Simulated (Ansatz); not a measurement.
# Bi (fcc type): how the settings move a relaxation

Question: which choices in the input matter for Bi (fcc type)?

Computed with Ansatz 0.2.0 (reference: DFT, PBE, PAW with Ansatz's default frozen-core files, scalar-relativistic, unless a step's input says otherwise).

1 further run of the same task is left out (it didn't finish).

## Step 1: The starting structure

It takes space group Fm-3m (No. 225, cubic). The conventional cell has a = 5.040 Å, b = 5.040 Å, c = 5.040 Å, α = 90.00°, β = 90.00°, γ = 90.00°. Around Bi (site symmetry m-3m) lie 12 Bi at 3.56 Å.

Structure file:

```xyz
1
Lattice="0.0000 2.5198 2.5198 2.5198 0.0000 2.5198 2.5198 2.5198 0.0000" Properties=species:S:1:pos:R:3 pbc="T T T"
Bi    0.0000    0.0000    0.0000
```

## Step 2: The reference run

input.yaml reads:

```yaml
crystal:
  lattice:
    - [0.0, 2.5198420998, 2.5198420998]
    - [2.5198420998, 0.0, 2.5198420998]
    - [2.5198420998, 2.5198420998, 0.0]
  atoms:
    - { symbol: Bi, position: [0.0, 0.0, 0.0] }
kpoints:
  mp_grid: { grid: [15, 15, 15] }
scf:
  occupations: { method: fermi_dirac, width: 0.1 }
hamiltonian:
  xc: pbe
  pseudopotentials: { kind: paw }
output:
  forces: true
  stress: true
relax:
  f_tol: 0.005
  max_steps: 40
  cell: {}
```

On the command line:

```console
> ansatz run input.yaml --threads 2 --pin off --max-ram 4096MiB --backend cpu --events-out ev --progress --plain --runs-dir out
```

Excerpt of the output:

```text
[...]
Basis set: ecut = 420 eV, 609 PW (Γ), exchange–correlation on 48×48×48 points (8 copies of the dense FFT grid, shifted against one another)
[...]
k-points: 120 of 3375
[...]
SCF iter   1: F=—  HF=-12396.379705 eV  |F-HF|=—  |Δ(HF+E_count)|=         —  Δρ=1.01e-3  dr2=2.11e-4  ethr=1.77e-3  ⟨swp⟩=5.1  Hψ=8201  notcnv=0
preconditioner: auto → none  [metal: Δε(μ)=0.017 eV  Ē_g=24.101 eV  σ=0.100 eV  W_gap=0.04  n_scr=8 (ndim 8)  ℏωp=25.4 eV  f_vac=0.000  D(μ)=0.72/eV (n_scr^D=0)  sad-step TF]
SCF iter   2: F=—  HF=-12396.379188 eV  |F-HF|=—  |Δ(HF+E_count)|=   5.17e-4  Δρ=4.57e-4  dr2=3.38e-5  ethr=1.40e-6  ⟨swp⟩=2.5  Hψ=3408  notcnv=0
[...]
relax step   1: F+E_penalty+E_count = -12396.37924717 eV  Δ(F+E_penalty+E_count) = +0.000e0 eV  max|allowed force component| = 0.000e0 eV/Å  Δτ_max = 0.0000 Å  P = -0.410 GPa  Ω = 32.000 Å³  (6 SCF iters, dr2 threshold 1.00e-7 eV, accepted)
[...]
relax step   2: F+E_penalty+E_count = -12396.37963689 eV  Δ(F+E_penalty+E_count) = -3.897e-4 eV  max|allowed force component| = 0.000e0 eV/Å  Δτ_max = 0.0000 Å  P = +0.067 GPa  Ω = 31.697 Å³  energy of the carried Pulay correction = +6.184e-5 eV  (3 SCF iters,
[...]
relax step   3: F+E_penalty+E_count = -12396.37963695 eV  Δ(F+E_penalty+E_count) = -5.820e-8 eV  max|allowed force component| = 0.000e0 eV/Å  Δτ_max = 0.0000 Å  P = -0.001 GPa  Ω = 31.739 Å³  energy of the carried Pulay correction = +5.316e-5 eV  (2 SCF iters,
[...]
SCF iter   3: F=—  HF=-12396.379579 eV  |F-HF|=—  |Δ(HF+E_count)|=  9.59e-10  Δρ=1.13e-6  dr2=1.22e-10  ethr=1.85e-11  ⟨swp⟩=2.0  Hψ=1725  notcnv=0
SCF iter   4: F=-12396.379579 eV  HF=-12396.379579 eV  |F-HF|=7.28e-12  |Δ(HF+E_count)|=  6.00e-11  Δρ=2.18e-7  dr2=3.58e-12  ethr=1.00e-12  ⟨swp⟩=6.1  Hψ=6049  notcnv=0
[...]
relax step   4: F+E_penalty+E_count = -12396.37957925 eV  Δ(F+E_penalty+E_count) = +5.770e-5 eV  max|allowed force component| = 0.000e0 eV/Å  Δτ_max = 0.0000 Å  P = -0.000 GPa  Ω = 31.739 Å³  stress off target by 1.52e-4 GPa  SCF on the basis re-selected at th
[...]
SCF converged after 4 iterations
Free energy (F): -12396.379579 eV
[...]
E sigma→0 (E₀):  -12396.367793 eV
[...]
Fermi energy:    11.554076 eV
[...]
  P = ⅓ Tr σ = -0.0002 GPa (-0.002 kbar)
--- Relaxed structure (3 steps of the walk, 3 accepted, 1 SCFs on fresh bases) ---
[...]
```

It took 4 s on 2 threads of Arm Neoverse V1, shared host; peak memory 0.33 GiB.

## Step 3: Changing settings: scf.algorithm density_mixing, preconditioner kerker

input.yaml: that of step 2 with these lines changed.

```diff
@@ -11,2 +11,4 @@
   occupations: { method: fermi_dirac, width: 0.1 }
+  algorithm: density_mixing
+  mixing: { preconditioner: kerker }
 hamiltonian:
```

On the command line:

```console
> ansatz run input.yaml --threads 2 --pin off --max-ram 4096MiB --backend cpu --events-out ev --progress --plain --runs-dir out
```

The program printed (excerpt; [...] marks lines left out):

```text
[...]
Pseudopotentials: kind: paw
Pseudopotential: Bi, paw, valence charge 15, recommended cutoff 420 eV (normal)
Functional definition: PBE
[...]
Crystal: 1 atoms, lattice volume = 32.000 Å³
Basis set: ecut = 420 eV, 609 PW (Γ), exchange–correlation on 48×48×48 points (8 copies of the dense FFT grid, shifted against one another)
Bands: 12, of which v1, the nominal top of the filled ones, is band 8 counted from 1 (7 counted from 0)
Symmetry: 48 space group operations
Space group: Fm-3m (ITA 225), of the structure as read, at distance tolerance 3.2e-5 Å
k-points: 120 of 3375
[...]
SCF iter   1: F=—  HF=-12396.379705 eV  |F-HF|=—  |Δ(HF+E_count)|=         —  Δρ=1.01e-3  dr2=2.11e-4  ethr=1.77e-3  ⟨swp⟩=5.1  Hψ=8201  notcnv=0
[...]
relax step   1: F+E_penalty+E_count = -12396.37924717 eV  Δ(F+E_penalty+E_count) = +0.000e0 eV  max|allowed force component| = 0.000e0 eV/Å  Δτ_max = 0.0000 Å  P = -0.410 GPa  Ω = 32.000 Å³  (6 SCF iters, dr2 threshold 1.00e-7 eV, accepted)
[...]
relax step   3: F+E_penalty+E_count = -12396.37963695 eV  Δ(F+E_penalty+E_count) = -5.596e-8 eV  max|allowed force component| = 0.000e0 eV/Å  Δτ_max = 0.0000 Å  P = -0.001 GPa  Ω = 31.739 Å³  energy of the carried Pulay correction = +5.316e-5 eV  (2 SCF iters, dr2 threshold 1.13e-8 eV, accepted)
[...]
relax step   4: F+E_penalty+E_count = -12396.37957925 eV  Δ(F+E_penalty+E_count) = +5.770e-5 eV  max|allowed force component| = 0.000e0 eV/Å  Δτ_max = 0.0000 Å  P = -0.000 GPa  Ω = 31.739 Å³  stress off target by 1.60e-4 GPa  SCF on the basis re-selected at this cell (its energy is not [...]
SCF converged after 5 iterations
Free energy (F): -12396.379579 eV
[...]
E sigma→0 (E₀):  -12396.367793 eV
Entropy (-TS):   -0.023572 eV (-23.572 meV/atom)
Fermi energy:    11.554074 eV
[...]
--- Forces (eV/Å), atoms counted from 1 ---
  atom   1  Bi    -0.00000000     0.00000000    -0.00000000
[...]
--- Stress (GPa, compression-positive) ---
       -0.000160       0.000000       0.000000
        0.000000      -0.000160       0.000000
        0.000000       0.000000      -0.000160
  P = ⅓ Tr σ = -0.0002 GPa (-0.002 kbar)
--- Relaxed structure (3 steps of the walk, 3 accepted, 1 SCFs on fresh bases) ---
  F+E_penalty+E_count = -12396.37957925 eV   max|allowed force component| = 0.000e0 eV/Å   (the final SCF, on the basis selected at the relaxed cell)
  cell:  # Å, volume = 31.7393 Å³
    - [1.7196880611022622e-33, 2.5129804840994914, 2.5129804840994914]
    - [2.5129804840994914, -2.3311327050497323e-33, 2.5129804840994914]
    - [2.5129804840994914, 2.5129804840994914, 1.2993198683883758e-33]
  atoms:
    - { symbol: Bi, position: [0.0, 0.0, 0.0] }
```

Run time: 4.4 s. Hardware: 2 threads of Arm Neoverse V1, shared host; peak memory 0.33 GiB.

The changed solver and mixing doesn't alter the result here (within 0.5 meV/atom). Cost: 16 SCF cycles against 15.

## Step 4: Variant: lower_state_search full

input.yaml: that of step 2 with these lines changed.

```diff
@@ -11,2 +11,3 @@
   occupations: { method: fermi_dirac, width: 0.1 }
+  lower_state_search: full
 hamiltonian:
```

On the command line:

```console
> ansatz run input.yaml --threads 2 --pin off --max-ram 4096MiB --backend cpu --events-out ev --progress --plain --runs-dir out
```

The program printed (excerpt; [...] marks lines left out):

```text
the run goes by scf.lower_state_search full: where its kind and settings allow, a search for a lower-energy state can add stability tests and further SCF calculations, which can take many times as long as the SCF (see the manual's entry of the key); standard usually adds fewer, off none
[...]
[... 3 set-up lines as earlier in the session ...]
[...]
Crystal: 1 atoms, lattice volume = 32.000 Å³
Basis set: ecut = 420 eV, 609 PW (Γ), exchange–correlation on 48×48×48 points (8 copies of the dense FFT grid, shifted against one another)
Bands: 12, of which v1, the nominal top of the filled ones, is band 8 counted from 1 (7 counted from 0)
[... 2 set-up lines as earlier in the session ...]
k-points: 120 of 3375
[...]
Free energy (F): -12396.379579 eV
[...]
E sigma→0 (E₀):  -12396.367793 eV
Entropy (-TS):   -0.023572 eV (-23.572 meV/atom)
Fermi energy:    11.554076 eV
[...]
--- Forces (eV/Å), atoms counted from 1 ---
  atom   1  Bi    -0.00000000    -0.00000000    -0.00000000
[...]
--- Stress (GPa, compression-positive) ---
       -0.000152       0.000000       0.000000
        0.000000      -0.000152       0.000000
        0.000000       0.000000      -0.000152
  P = ⅓ Tr σ = -0.0002 GPa (-0.002 kbar)
--- Band table (eV; the first three rows and the last of 120) ---
[...]
--- Relaxed structure (3 steps of the walk, 3 accepted, 1 SCFs on fresh bases) ---
  F+E_penalty+E_count = -12396.37957925 eV   max|allowed force component| = 0.000e0 eV/Å   (the final SCF, on the basis selected at the relaxed cell)
  cell:  # Å, volume = 31.7393 Å³
    - [1.8164205145392637e-33, 2.512980328361466, 2.512980328361466]
    - [2.512980328361466, 2.1910099741451038e-33, 2.512980328361466]
    - [2.512980328361466, 2.512980328361466, 2.3685518434163097e-34]
  atoms:
    - { symbol: Bi, position: [0.0, 0.0, 0.0] }
```

Run time: 97 s. Hardware: 2 threads of Arm Neoverse V1, shared host; peak memory 1.2 GiB.

The changed input (search for lower states) leaves the energy the same to the digits printed. Cost: 23 SCF cycles against 15, 97 s against 4 s.

## Step 5: All runs together

| run | ending | energy change | pressure (GPa) | gap (eV) | force (eV/Å) | cycles | time |
| --- | --- | --- | --- | --- | --- | --- | --- |
| reference | converged | 0 | 0.0 | 0.00 | 0.00 | 15 | 4 s |
| 1: scf.algorithm density_mixing, preconditioner kerker | converged | 0.0 meV/atom | 0.0 | 0.00 | 0.00 | 16 | 4.4 s |
| 2: lower_state_search full | converged | 0.0 meV/atom | 0.0 | 0.00 | 0.00 | 23 | 97 s |

**Reading.** Of the converged runs whose energies compare with the reference's, none moves it noticeably. Of the variants the dearest is «lower_state_search full» (97 s), the cheapest «scf.algorithm density_mixing, preconditioner kerker» (4.4 s), on a shared host.
